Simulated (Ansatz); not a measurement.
LiCl (rocksalt) under strain

LiCl in the rocksalt structure, relaxed with r2SCAN in the PAW code Ansatz. Space group Fm-3m (No. 225), cubic; conventional cell a = 5.112 Å, 16.70 Å³ an atom. Li is surrounded by 6 Cl at 2.56 Å; Cl is surrounded by 6 Li at 2.56 Å.

The axes x, y and z are those of this cell:
```xyz
2
Lattice="0.0000 2.5560 2.5560 2.5560 0.0000 2.5560 2.5560 2.5560 0.0000" Properties=species:S:1:pos:R:3 pbc="T T T"
Li    0.0000    0.0000    0.0000
Cl    2.5560    2.5560    2.5560
```

Unstrained: The PBE gap is indirect, 6.384 eV (Γ–K (0.19 of the way from Γ) to Γ), below the direct gap of 6.387 eV at Γ. Least and direct gap differ so little that the kind isn't settled. With r2SCAN the valence top lies at Γ–K (0.19 of the way from Γ) and the conduction bottom at Γ, 7.290 eV higher; the smallest vertical gap, at Γ, is 7.291 eV. Least and direct gap differ so little that the kind isn't settled. HSE06 gives an indirect gap of 7.785 eV, from Γ–K (0.19 of the way from Γ) to Γ; the least direct gap is 7.787 eV at Γ. Least and direct gap differ so little that the kind isn't settled. Meshes: PBE 8×8×8, r2SCAN 8×8×8, HSE06 6×6×6. Strains are changes of length per length, and xy shears are angles. After each strain the atoms were relaxed again with r2SCAN within the symmetry that the strain leaves, so tilts or polar shifts that break it weren't tested; points keep the names that they have in the unstrained zone. Calculated for a static, non-magnetic cell.

Changes of the least gap in eV (an overlap counts as a negative gap):
```csv
strain,volume change (%),space group,PBE,r2SCAN,HSE06,G0W0@PBE (mesh),"energy rise, r2SCAN (meV/atom)"
"xy shear, engineering strain (angle) +2.0 %",0.0,Immm,-0.062,-0.065,-0.064,-0.07,0.6
isotropic -1.5 % on every length,-4.4,Fm-3m,+0.273,+0.295,+0.288,+0.27,3.9
uniaxial -4.0 % along z,-4.0,I4/mmm,+0.206,+0.222,+0.216,+0.19,6.0
isotropic +5.0 % on every length,+15.8,Fm-3m,-0.763,-0.824,-0.810,-0.74,34.5
uniaxial -4.0 % along [111],-4.0,R-3m,+0.035,-0.107,0.000,+0.04,6.3
```
Unstrained, G0W0@PBE with 139 empty bands, a screening cutoff of 150 eV and a 6×6×6 mesh gives 8.87 eV on its mesh; the band count follows the volume. G0W0 here is at a finite number of bands, screening cutoff and k mesh, not at the basis limit.

Xy shear, engineering strain (angle) +2.0 %. HSE06: the gap goes from 7.785 to 7.721 eV (-0.064 eV); least and direct gap lie within 0.04 eV, so its kind isn't settled. Stress change with r2SCAN, compression positive: xx +0.01, yy +0.01, zz -0.01, xy -0.55 GPa.

Isotropic -1.5 % on every length. HSE06: the gap goes from 7.785 to 8.073 eV (+0.288 eV); the edges go from Γ–K (0.19) → Γ to Γ–K (0.21) → Γ. Stress change with r2SCAN, compression positive: xx +1.74, yy +1.74, zz +1.74 GPa.

Uniaxial -4.0 % along z, other directions held. HSE06: the gap goes from 7.785 to 8.001 eV (+0.216 eV); least and direct gap lie within 0.04 eV, so its kind isn't settled. Stress change with r2SCAN, compression positive: xx +0.97, yy +0.97, zz +3.12 GPa.

Isotropic +5.0 % on every length. r2SCAN: the gap goes from 7.290 to 6.466 eV (-0.824 eV); least and direct gap lie within 0.04 eV, so its kind isn't settled. HSE06: the gap goes from 7.785 to 6.975 eV (-0.810 eV). Stress change with r2SCAN, compression positive: xx -3.70, yy -3.70, zz -3.70 GPa. For HSE06, dE_g/d ln V = -5.5 eV over this step.

Uniaxial -4.0 % along [111], other directions held. HSE06: the gap goes from 7.785 to 7.785 eV (0.000 eV); the edges go from Γ–K (0.19) → Γ to Γ → L. Stress change with r2SCAN, compression positive: xx +1.58, yy +1.58, zz +1.58, xy +0.76, xz +0.76, yz +0.76 GPa.

Where an edge lies off the special points, it is a point of the mesh or the k point where a search put PBE's edge or least direct gap, reused for the other functionals, whose own edges may lie a little apart.

The meshes of the hybrids are coarse, so their gaps aren't converged to the digits shown.
